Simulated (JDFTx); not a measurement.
The system is NaCl.

```xyz
2
Lattice="0.0000 2.7941 2.7941 2.7941 0.0000 2.7941 2.7941 2.7941 0.0000" Properties=species:S:1:pos:R:3 pbc="T T T"
Cl    2.7941    2.7941    2.7941
Na    0.0000    0.0000    0.0000
```

The cell is a database's computed one.

| Quantity | Value |
| --- | --- |
| Program | JDFTx 1.7.0 (patched build) |
| Task | single point |
| Functional | PBE |
| Potentials or basis | PseudoDojo-SR-PBE-0.5-standard |
| Cutoff | 1197 eV |
| Density cutoff | 9578 eV |
| k mesh | 8 × 8 × 8 |
| Occupations | fermi-dirac, width 0.05 eV |
| Spin | no spin polarisation |

On this cell: pressure 1.6 GPa; largest force zero by symmetry; band gap on the k mesh 5.22 eV, direct.

The same run follows on a disturbed copy (atoms moved at random, drawn with an rms of 0.05 Å):

```xyz
2
Lattice="0.0000 2.7941 2.7941 2.7941 0.0000 2.7941 2.7941 2.7941 0.0000" Properties=species:S:1:pos:R:3 pbc="T T T"
Cl    2.8348    2.7665    2.7964
Na   -0.0017   -0.0217   -0.0033
```

Question: What does the disturbed cell give?

Answer: The energy moves by +0.8 meV/atom; pressure 1.6 GPa; largest force 0.069 eV/Å; band gap on the k mesh 5.22 eV, direct.

Forces on the atoms (eV/Å):
```
Cl  -0.067  0.009 -0.009
Na   0.068 -0.007  0.009
```

Stress tensor (GPa, compression positive):
```
1.65 0.00 0.00
0.00 1.57 0.00
0.00 0.00 1.57
```

